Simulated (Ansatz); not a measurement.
# Molybdenum, dhcp under PBE: ground state and equation of state, part 2 of 2

The plan for molybdenum in the dhcp structure: relax it, solve it on a dense k-mesh, then scale the cell to 7 volumes from 88 to 112 % of the relaxed one and try a fit of the equation of state. Spin polarisation is left out. The k-meshes are 13×13×4 for the relaxation; 17×17×5 for the dense run; 15×15×4 for the volumes.

Ansatz 0.2.0; DFT, PBE, plane waves (420 eV) with PAW, scalar-relativistic. The steps go on from the part before.

## Step 5: Equation of state: 92 %

The input, input.yaml:

```yaml
crystal:
  lattice:
    - [2.6979130904, 0.0, 0.0]
    - [-1.3489565452, 2.3364612735, 0.0]
    - [0.0, 0.0, 9.387039792]
  atoms:
    - { symbol: Mo, position: [0.0, 1.0, 0.0] }
    - { symbol: Mo, position: [0.0, 0.0, 0.5] }
    - { symbol: Mo, position: [0.3333333333, 0.6666666667, 0.25] }
    - { symbol: Mo, position: [0.6666666667, 0.3333333333, 0.75] }
hamiltonian:
  xc: pbe
  pseudopotentials:
    kind: paw
    azcp:
      Mo: "pseudopotentials/Mo.paw.azcp"
basis:
  ecutwfc: 420
  fft_grid_basis: typed
kpoints:
  mp_grid: { grid: [15, 15, 4], shift: [0, 0, 0] }
magnetization:
  spin_polarized: false
scf:
  occupations: { method: fermi_dirac, width: 0.1 }
  lower_state_search: "off"
output:
  stress: true
```

Command:

```bash
$ ansatz run input.yaml --threads 1 --pin off --max-ram 3584MiB --backend cpu --events-out ev --progress --plain --runs-dir out
```

The program printed, shortened:

```text
[...]
Pseudopotentials: kind: paw
Pseudopotential: Mo, paw, valence charge 14, recommended cutoff 420 eV (normal), <dir>
Functional definition: PBE
[...]
Crystal: 4 atoms, lattice volume = 59.172 Å³
Basis set: ecut = 420 eV, 1201 PW (Γ)
Bands: 34, of which v1, the nominal top of the filled ones, is band 28 counted from 1 (27 counted from 0)
Symmetry: 24 space group operations
Space group: P63/mmc (ITA 194), of the structure as read, at distance tolerance 3.9e-5 Å
k-points: 81 of 900
[...]
SCF iter   1: F=—  HF=-19822.132309 eV  |F-HF|=—  |Δ(HF+E_count)|=         —  Δρ=6.89e-3  dr2=4.81e-2  ethr=1.77e-3  ⟨swp⟩=5.0  Hψ=10312  notcnv=0
[...]
SCF iter   6: F=-19822.126029 eV  HF=-19822.126029 eV  |F-HF|=6.80e-10  |Δ(HF+E_count)|=   8.27e-9  Δρ=2.42e-6  dr2=2.33e-9  ethr=1.79e-10  ⟨swp⟩=4.0  Hψ=8612  notcnv=0
[...]
SCF converged after 6 iterations
Free energy (F): -19822.126029 eV
[...]
E sigma→0 (E₀):  -19822.047697 eV
Entropy (-TS):   -0.156664 eV (-39.166 meV/atom)
Fermi energy:    22.151377 eV
[...]
--- Stress (GPa, compression-positive) ---
       24.842992       0.000000      -0.000000
        0.000000      24.842992       0.000000
       -0.000000       0.000000      20.905261
  P = ⅓ Tr σ = 23.5304 GPa (235.304 kbar)
```

Wall time 10 s (1 thread of Intel Xeon Platinum 8259CL at 2.50GHz (Skylake/Cascade Lake), shared host); peak memory 0.57 GiB.

## Step 6: Equation of state: 96 %

input.yaml, as its differences from that of step 5:

```diff
@@ -2,5 +2,5 @@
   lattice:
-    - [2.6979130904, 0.0, 0.0]
-    - [-1.3489565452, 2.3364612735, 0.0]
-    - [0.0, 0.0, 9.387039792]
+    - [2.7364599139, 0.0, 0.0]
+    - [-1.3682299569, 2.3698438019, 0.0]
+    - [0.0, 0.0, 9.5211584806]
   atoms:
```

Command:

```bash
$ ansatz run input.yaml --threads 1 --pin off --max-ram 3584MiB --backend cpu --events-out ev --progress --plain --runs-dir out
```

The program printed, shortened:

```text
[...]
[... 3 set-up lines as earlier in the session ...]
[...]
Crystal: 4 atoms, lattice volume = 61.745 Å³
Basis set: ecut = 420 eV, 1201 PW (Γ)
Bands: 34, of which v1, the nominal top of the filled ones, is band 28 counted from 1 (27 counted from 0)
[... 2 set-up lines as earlier in the session ...]
k-points: 81 of 900
[...]
SCF iter   1: F=—  HF=-19822.402265 eV  |F-HF|=—  |Δ(HF+E_count)|=         —  Δρ=6.49e-3  dr2=4.80e-2  ethr=1.77e-3  ⟨swp⟩=5.0  Hψ=10172  notcnv=0
[...]
SCF iter   6: F=-19822.396225 eV  HF=-19822.396225 eV  |F-HF|=5.89e-10  |Δ(HF+E_count)|=   9.67e-9  Δρ=2.50e-6  dr2=2.52e-9  ethr=1.79e-10  ⟨swp⟩=4.0  Hψ=8561  notcnv=0
[...]
SCF converged after 6 iterations
Free energy (F): -19822.396225 eV
[...]
E sigma→0 (E₀):  -19822.314350 eV
Entropy (-TS):   -0.163750 eV (-40.938 meV/atom)
Fermi energy:    21.085094 eV
[...]
--- Stress (GPa, compression-positive) ---
       11.181810       0.000000       0.000000
        0.000000      11.181810      -0.000000
        0.000000      -0.000000       9.323462
  P = ⅓ Tr σ = 10.5624 GPa (105.624 kbar)
```

Run time: 8.3 s. Hardware: 1 thread of Intel Xeon Platinum 8259CL at 2.50GHz (Skylake/Cascade Lake), shared host; peak memory 0.57 GiB.

## Step 7: Equation of state: 100 %

input.yaml, as its differences from that of step 6:

```diff
@@ -2,5 +2,5 @@
   lattice:
-    - [2.7364599139, 0.0, 0.0]
-    - [-1.3682299569, 2.3698438019, 0.0]
-    - [0.0, 0.0, 9.5211584806]
+    - [2.7739503248, 0.0, 0.0]
+    - [-1.3869751624, 2.4023114501, 0.0]
+    - [0.0, 0.0, 9.6516015185]
   atoms:
@@ -28 +28,5 @@
   stress: true
+  write_density: true
+  write_potential: true
+  elf: true
+  volumetric_format: npy
```

Command:

```bash
$ ansatz run input.yaml --threads 1 --pin off --max-ram 3584MiB --backend cpu --events-out ev --progress --plain --runs-dir out
```

The program printed, shortened:

```text
[...]
[... 3 set-up lines as earlier in the session ...]
[...]
Crystal: 4 atoms, lattice volume = 64.317 Å³
Basis set: ecut = 420 eV, 1281 PW (Γ)
Bands: 34, of which v1, the nominal top of the filled ones, is band 28 counted from 1 (27 counted from 0)
[... 2 set-up lines as earlier in the session ...]
k-points: 81 of 900
[...]
SCF iter   1: F=—  HF=-19822.483358 eV  |F-HF|=—  |Δ(HF+E_count)|=         —  Δρ=6.06e-3  dr2=4.44e-2  ethr=1.77e-3  ⟨swp⟩=4.9  Hψ=10000  notcnv=0
[...]
SCF iter   6: F=-19822.478041 eV  HF=-19822.478041 eV  |F-HF|=4.11e-10  |Δ(HF+E_count)|=   8.08e-9  Δρ=2.40e-6  dr2=2.38e-9  ethr=1.79e-10  ⟨swp⟩=7.5  Hψ=15834  notcnv=0
[...]
SCF converged after 6 iterations
Free energy (F): -19822.478041 eV
[...]
E sigma→0 (E₀):  -19822.392308 eV
Entropy (-TS):   -0.171467 eV (-42.867 meV/atom)
Fermi energy:    20.100429 eV
[...]
--- Stress (GPa, compression-positive) ---
        0.051864       0.000000       0.000000
       -0.000000       0.051864      -0.000000
        0.000000      -0.000000      -0.140290
  P = ⅓ Tr σ = -0.0122 GPa (-0.122 kbar)
--- Band table (eV; the first three rows and the last of 81) ---
[...]
```

Run time: 14 s. Hardware: 1 thread of Intel Xeon Platinum 8259CL at 2.50GHz (Skylake/Cascade Lake), shared host; peak memory 0.59 GiB.

Density in a lattice plane of the grid's cell (edges 2.77 and 9.65 Å, at 0.000 of the third edge), which holds Mo.

Ten even steps from '0' (0.24 e/Å³) to '9' (6.42 e/Å³):
```
740004
000000
000000
000000
001210
000000
000000
100000
840004
981018
840004
100000
000000
000000
001210
000000
000000
000000
740004
981018
```
Columns run along the first of these edges and rows up along the second, over one cell in 6 and 20 even steps from the bottom left corner. Atoms in the plane (fractional): Mo at (0.00, 0.00), Mo at (0.00, 0.50).

ELF in the same plane.

Ten even steps from ' ' (0.19) to '@' (0.75):
```
@@%%..::..%%
--  ..--..  
==--..  ..--
++::  ::  ::
--..--**--..
++::  ::  ::
==--..  ..--
--....--....
@@%%  ::  %%
..@@--..--@@
@@%%  ::  %%
--....--....
==--..  ..--
++::  ::  ::
--..--**--..
++::  ::  ::
==--..  ..--
--  ..--..  
@@%%..::..%%
  @@--..--@@
```
Columns run along the first of these edges and rows up along the second, over one cell in 6 and 20 even steps from the bottom left corner. Atoms in the plane (fractional): Mo at (0.00, 0.00), Mo at (0.00, 0.50).

Both are smooth fields of the valence electrons: close to the nuclei they are not physical.

The highest ELF values outside the cores: 0.52 between the atoms, 1.7 Å from Mo.

## Step 8: Equation of state: 104 %

input.yaml, as its differences from that of step 7:

```diff
@@ -2,5 +2,5 @@
   lattice:
-    - [2.7739503248, 0.0, 0.0]
-    - [-1.3869751624, 2.4023114501, 0.0]
-    - [0.0, 0.0, 9.6516015185]
+    - [2.8104538573, 0.0, 0.0]
+    - [-1.4052269287, 2.4339244366, 0.0]
+    - [0.0, 0.0, 9.7786108404]
   atoms:
@@ -28,5 +28 @@
   stress: true
-  write_density: true
-  write_potential: true
-  elf: true
-  volumetric_format: npy
```

Command:

```bash
$ ansatz run input.yaml --threads 1 --pin off --max-ram 3584MiB --backend cpu --events-out ev --progress --plain --runs-dir out
```

The program printed, shortened:

```text
[...]
[... 3 set-up lines as earlier in the session ...]
[...]
Crystal: 4 atoms, lattice volume = 66.890 Å³
Basis set: ecut = 420 eV, 1317 PW (Γ)
Bands: 34, of which v1, the nominal top of the filled ones, is band 28 counted from 1 (27 counted from 0)
[... 1 set-up line as earlier in the session ...]
Space group: P63/mmc (ITA 194), of the structure as read, at distance tolerance 4.1e-5 Å
k-points: 81 of 900
[...]
SCF iter   1: F=—  HF=-19822.410172 eV  |F-HF|=—  |Δ(HF+E_count)|=         —  Δρ=5.63e-3  dr2=3.92e-2  ethr=1.77e-3  ⟨swp⟩=4.8  Hψ=9844  notcnv=0
[...]
SCF iter   6: F=-19822.406315 eV  HF=-19822.406315 eV  |F-HF|=1.24e-9  |Δ(HF+E_count)|=   1.15e-8  Δρ=2.84e-6  dr2=4.64e-9  ethr=1.79e-10  ⟨swp⟩=4.0  Hψ=8352  notcnv=0
[...]
SCF converged after 6 iterations
Free energy (F): -19822.406315 eV
[...]
E sigma→0 (E₀):  -19822.316563 eV
Entropy (-TS):   -0.179504 eV (-44.876 meV/atom)
Fermi energy:    19.188374 eV
[...]
--- Stress (GPa, compression-positive) ---
       -9.005233       0.000000       0.000000
        0.000000      -9.005233       0.000000
        0.000000       0.000000      -7.869040
  P = ⅓ Tr σ = -8.6265 GPa (-86.265 kbar)
```

Run time: 9.8 s. Hardware: 1 thread of Intel Xeon Platinum 8259CL at 2.50GHz (Skylake/Cascade Lake), shared host; peak memory 0.59 GiB.

## Step 9: Equation of state: 108 %

input.yaml, as its differences from that of step 8:

```diff
@@ -2,5 +2,5 @@
   lattice:
-    - [2.8104538573, 0.0, 0.0]
-    - [-1.4052269287, 2.4339244366, 0.0]
-    - [0.0, 0.0, 9.7786108404]
+    - [2.8460329996, 0.0, 0.0]
+    - [-1.4230164998, 2.4647368777, 0.0]
+    - [0.0, 0.0, 9.9024038661]
   atoms:
```

Command:

```bash
$ ansatz run input.yaml --threads 1 --pin off --max-ram 3584MiB --backend cpu --events-out ev --progress --plain --runs-dir out
```

The program printed, shortened:

```text
[...]
[... 3 set-up lines as earlier in the session ...]
[...]
Crystal: 4 atoms, lattice volume = 69.463 Å³
Basis set: ecut = 420 eV, 1353 PW (Γ)
Bands: 34, of which v1, the nominal top of the filled ones, is band 28 counted from 1 (27 counted from 0)
[... 2 set-up lines as earlier in the session ...]
k-points: 81 of 900
[...]
SCF iter   1: F=—  HF=-19822.212285 eV  |F-HF|=—  |Δ(HF+E_count)|=         —  Δρ=5.19e-3  dr2=3.29e-2  ethr=1.77e-3  ⟨swp⟩=4.8  Hψ=9608  notcnv=0
[...]
SCF iter   6: F=-19822.209617 eV  HF=-19822.209617 eV  |F-HF|=1.28e-9  |Δ(HF+E_count)|=   8.90e-9  Δρ=2.83e-6  dr2=4.85e-9  ethr=1.79e-10  ⟨swp⟩=4.0  Hψ=8361  notcnv=0
[...]
SCF converged after 6 iterations
Free energy (F): -19822.209617 eV
[...]
E sigma→0 (E₀):  -19822.115754 eV
Entropy (-TS):   -0.187727 eV (-46.932 meV/atom)
Fermi energy:    18.341306 eV
[...]
--- Stress (GPa, compression-positive) ---
      -16.356657      -0.000000       0.000000
        0.000000     -16.356657      -0.000000
        0.000000      -0.000000     -14.174438
  P = ⅓ Tr σ = -15.6293 GPa (-156.293 kbar)
```

It took 8 s on 1 thread of Intel Xeon Platinum 8259CL at 2.50GHz (Skylake/Cascade Lake), shared host; peak memory 0.59 GiB.

## Step 10: Equation of state: 112 %

input.yaml, as its differences from that of step 9:

```diff
@@ -2,5 +2,5 @@
   lattice:
-    - [2.8460329996, 0.0, 0.0]
-    - [-1.4230164998, 2.4647368777, 0.0]
-    - [0.0, 0.0, 9.9024038661]
+    - [2.8807441401, 0.0, 0.0]
+    - [-1.44037207, 2.4947976071, 0.0]
+    - [0.0, 0.0, 10.0231767917]
   atoms:
```

Command:

```bash
$ ansatz run input.yaml --threads 1 --pin off --max-ram 3584MiB --backend cpu --events-out ev --progress --plain --runs-dir out
```

The program printed, shortened:

```text
[...]
[... 3 set-up lines as earlier in the session ...]
[...]
Crystal: 4 atoms, lattice volume = 72.035 Å³
Basis set: ecut = 420 eV, 1401 PW (Γ)
Bands: 34, of which v1, the nominal top of the filled ones, is band 28 counted from 1 (27 counted from 0)
[... 1 set-up line as earlier in the session ...]
Space group: P63/mmc (ITA 194), of the structure as read, at distance tolerance 4.2e-5 Å
k-points: 81 of 900
[...]
SCF iter   1: F=—  HF=-19821.913159 eV  |F-HF|=—  |Δ(HF+E_count)|=         —  Δρ=4.75e-3  dr2=2.61e-2  ethr=1.77e-3  ⟨swp⟩=4.7  Hψ=9618  notcnv=0
[...]
SCF iter   6: F=-19821.911492 eV  HF=-19821.911492 eV  |F-HF|=1.06e-9  |Δ(HF+E_count)|=   5.33e-9  Δρ=2.73e-6  dr2=4.54e-9  ethr=1.79e-10  ⟨swp⟩=4.0  Hψ=8330  notcnv=0
[...]
SCF converged after 6 iterations
Free energy (F): -19821.911492 eV
[...]
E sigma→0 (E₀):  -19821.813432 eV
Entropy (-TS):   -0.196119 eV (-49.030 meV/atom)
Fermi energy:    17.552602 eV
[...]
--- Stress (GPa, compression-positive) ---
      -22.301056       0.000000       0.000000
        0.000000     -22.301056       0.000000
        0.000000       0.000000     -19.303677
  P = ⅓ Tr σ = -21.3019 GPa (-213.019 kbar)
```

It took 8.1 s on 1 thread of Intel Xeon Platinum 8259CL at 2.50GHz (Skylake/Cascade Lake), shared host; peak memory 0.6 GiB.

## Step 11: The equation of state

The cell was scaled evenly, with its shape and the fractional positions fixed.

```csv
V (Å³/atom),E − E₀ (meV/atom),P from the stress (GPa),P from the fit (GPa)
14.150,210.6,39.42,39.34
14.793,86.1,23.53,23.31
15.436,19.5,10.56,10.31
16.079,0.0,-0.01,-0.25
16.722,18.9,-8.63,-8.86
17.366,69.1,-15.63,-15.89
18.009,144.7,-21.30,-21.62
```

Fit (Birch-Murnaghan, third order): V₀ = 16.062 Å³/atom, B₀ = 239 GPa, B₀′ = 4.1, largest residual 0.06 meV/atom.

The fit is made to E(σ → 0), while the stress belongs to the free energy F; that is one source of the offset between the two pressures.

## Step 12: Summary of results

What follows sums up all 2 parts.

| quantity | value |
| --- | --- |
| space group (spins left aside) | P6_3/mmc (No. 194) |
| conventional cell | a = 2.774 Å, c = 9.652 Å (c/a = 3.479) |
| volume | 16.079 Å³/atom |
| shortest distance | 2.774 Å |
| gap on the mesh | none (levels filled in part) |
| relative to bcc | +427 meV/atom |
| V₀, B₀, B₀′ | 16.062 Å³/atom, 239 GPa, 4.1 |

What this shows: From the guessed start the volume grew by 3.2 % in 8 steps. It lies 427 meV/atom above the element's reference form at the same level (bcc, from a run of its own), so it is far from stable. Levels at the Fermi energy are filled in part, as in a metal. The fitted modulus is 239 GPa; letting shape and positions relax at each volume could only lower it. The symmetry was held, so the structure may be unstable against distortions that break it.
